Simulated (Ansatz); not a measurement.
Crystal: Pt.

```
Pt
1.0
    -1.58422    1.58422    1.58422
     1.58422   -1.58422    1.58422
     1.58422    1.58422   -1.58422
Pt
1
Direct
  0.00000 0.00000 0.00000
```

This isn't the form of Pt at room conditions, which is fcc.

Base run:

```yaml
Program: Ansatz 0.2.0
Functional: PBEsol
Potentials_or_basis: Ansatz PAW
Cutoff: "420 eV (not typed: the program's choice for these potentials)"
k_mesh: 12 × 12 × 12
Occupations: fermi-dirac, width 0.05 eV
Spin: no spin polarisation
```

Its results: band gap on the k mesh none (metal or under the smearing width); pressure -11.2 GPa.

Question: The run is repeated on the same cell with these changes: functional from PBEsol to PBE; occupations from fermi-dirac, width 0.05 eV to gaussian, width 0.012 eV. What comes out?

Answer: Band gap on the k mesh none (metal or under the smearing width); pressure -1.4 GPa.

Caveats: spin-orbit coupling is left out, which moves the levels of the heavy elements (some runs); the PAW data sets come from PBE, with cores solved anew for the run's functional, which leaves a small shift of forces and pressure (some runs).
